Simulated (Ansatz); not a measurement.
AlNi3 under changes of volume

One of the cells (10.998 Å³/atom); the others are scaled copies at fixed shape and fractional positions:

```xyz
4
Lattice="0.0000 2.8019 2.8019 2.8019 0.0000 2.8019 2.8019 2.8019 0.0000" Properties=species:S:1:pos:R:3 pbc="T T T"
Ni    4.2028    4.2028    4.2028
Ni    0.0000    0.0000    0.0000
Ni    1.4009    1.4009    1.4009
Al    2.8019    2.8019    2.8019
```

The cell comes from a database or a generator and needn't be the stable form of this composition.

```yaml
Program: Ansatz 0.2.0
Functional: LDA
Potentials_or_basis: Ansatz PAW
Cutoff: "420 eV (not typed: the program's choice for these potentials)"
k_mesh: 8 × 8 × 8
Occupations: fermi-dirac, width 0.05 eV
Spin: collinear spin, ferromagnetic start
Starting_moments: "[1.0, 1.0, 1.0, 0.0] μB"
```

```tsv
volume (Å³/atom)	energy over the lowest point (meV/atom)	pressure (GPa)
10.338	4.54	5.9
10.558	0.00	0.9
10.778	1.87	-3.4
10.998	9.42	-7.4
11.218	?	?
11.438	39.18	-13.9
11.658	60.33	-16.7
```

Q: What does the run at 11.218 Å³/atom give?

A: Energy over the lowest point 22.04 meV/atom; pressure -10.8 GPa.

Worked out: A Birch-Murnaghan fit of order 3 (a polynomial in V^(-2/3)) to the other rows has its minimum at 10.60 Å³/atom with B0 = V·E''(V) = 219 GPa and B' = 4.6. It gives 22.05 meV/atom at 11.218 Å³/atom, against the run's 22.04, and -dE/dV = -10.9 GPa, against -10.8.

Energies are extrapolated to zero smearing.

Caveats: the PAW data sets come from PBE, with cores solved anew for the run's functional, which leaves a small shift of forces and pressure; the starting moments weren't kept.
